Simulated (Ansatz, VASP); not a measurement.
**Two plane-wave programs on TiO2**

```
Ti O
1.0
     4.54535    0.00000    0.00000
     0.00000    5.51962    0.00000
     0.00000    0.00000    4.90920
Ti O
4 8
Cartesian
  2.2727 3.7147 3.6819
  0.0000 4.5648 1.2273
  2.2727 1.8050 1.2273
  0.0000 0.9548 3.6819
  3.3115 3.4126 0.3994
  1.0388 4.8668 4.5098
  3.5065 4.8668 2.8540
  1.2338 3.4126 2.0552
  3.3115 2.1070 2.8540
  1.0388 0.6528 2.0552
  3.5065 0.6528 0.3994
  1.2338 2.1070 4.5098
```

Alike in both runs: task electric field gradients; functional r2SCAN; k mesh 5 × 4 × 4; occupations fermi-dirac, width 0.02 eV; no spin polarisation.

|  | VASP | Ansatz |
| --- | --- | --- |
| version | VASP 6.6.1 | Ansatz 0.2.0 |
| potentials or method | VASP PAW PBE potentials, release 64 (Ti_sv, O) | plane-wave PAW, scalar-relativistic |
| plane-wave cutoff (eV) | 520 | 500 |
| valence electrons in the cell | 96 | 96 |

VASP gave:

| Property | Result |
| --- | --- |
| gap on the k mesh at the Fermi level (eV) | 3.01 |
| pressure (GPa) | 0.1 |
| largest component of the traceless stress (GPa) | 0.13 |
| rms of the force components (eV/Å) | 0.004 |
| Vzz of the field gradient on the site that differs most (V/Å²) | -28.8 |

**Question.** Which values does Ansatz return?

**Answer.** gap on the k mesh at the Fermi level (eV): 2.99; pressure (GPa): -1.2; largest component of the traceless stress (GPa): 0.14; rms of the force components (eV/Å): 0.042; Vzz of the field gradient on the site that differs most (V/Å²): -29.8.

Atom by atom the forces differ by 0.044 eV/Å (rms over components).

Caveats: the PAW data sets were made with another functional, which shifts forces and pressure a little (VASP); an odd mesh through Γ misses points on the zone boundary, where band edges often lie. r2SCAN opens gaps a little over a GGA but as a rule still falls short of measured ones.
